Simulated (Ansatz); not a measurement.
TaSi2:

```
Ta Si
1.0
     4.78390    0.00000    0.00000
    -2.39195    4.14298    0.00000
     0.00000    0.00000    6.57000
Ta Si
3 6
Cartesian
  -1.1960 2.0715 2.1900
  1.1960 2.0715 4.3800
  2.3920 0.0000 0.0000
  1.1407 0.6586 2.1900
  -1.2512 3.4844 4.3800
  2.3920 2.8258 0.0000
  1.2512 3.4844 2.1900
  3.6432 0.6586 4.3800
  0.0000 1.3172 0.0000
```

- Program: Ansatz 0.2.0
- Task: relaxation of cell and atoms
- Functional: PBEsol
- Dispersion: D4
- Potentials or basis: Ansatz PAW
- Cutoff: 420 eV (not typed: the program's choice for these potentials)
- k mesh: 7 × 7 × 4
- Occupations: fermi-dirac, width 0.05 eV
- Spin: no spin polarisation

At the start: volume 14.47 Å³/atom.

Problem. How do energy, volume and symmetry change on relaxing?

Solution. It ends after 5 steps and the volume is 14.11 Å³/atom (-2.5 %); space group P6_422 (No. 181, to 0.05 Å).

The path:
```csv
step,energy change (eV),largest force (eV/Å),volume (Å³)
1,0.0000,0.0597,130.21
2,-0.0157,0.1321,124.46
3,-0.0536,0.0094,127.10
4,-0.0538,0.0049,126.97
5,-0.0529,0.0050,126.97
```

Final structure:
```cif
data_structure
_symmetry_space_group_name_H-M 'P 1'
_symmetry_Int_Tables_number 1
_cell_length_a 4.7338
_cell_length_b 4.7338
_cell_length_c 6.5424
_cell_angle_alpha 90.000
_cell_angle_beta 90.000
_cell_angle_gamma 120.000
_cell_volume 126.97
loop_
_atom_site_label
_atom_site_type_symbol
_atom_site_fract_x
_atom_site_fract_y
_atom_site_fract_z
_atom_site_occupancy
Ta1 Ta 0.00000 0.50000 0.33333 1
Ta2 Ta 0.50000 0.50000 0.66667 1
Ta3 Ta 0.50000 0.00000 0.00000 1
Si1 Si 0.31931 0.15966 0.33333 1
Si2 Si 0.15966 0.84034 0.66667 1
Si3 Si 0.84034 0.68069 0.00000 1
Si4 Si 0.68069 0.84034 0.33333 1
Si5 Si 0.84034 0.15966 0.66667 1
Si6 Si 0.15966 0.31931 0.00000 1
```

Caveat: the plane-wave basis is chosen anew once the cell has moved, so the energies of steps on either side of that aren't comparable; pairwise dispersion overbinds metals, which lowers pressure and volume; the PAW data sets come from PBE, with cores solved anew for the run's functional, which leaves a small shift of forces and pressure.
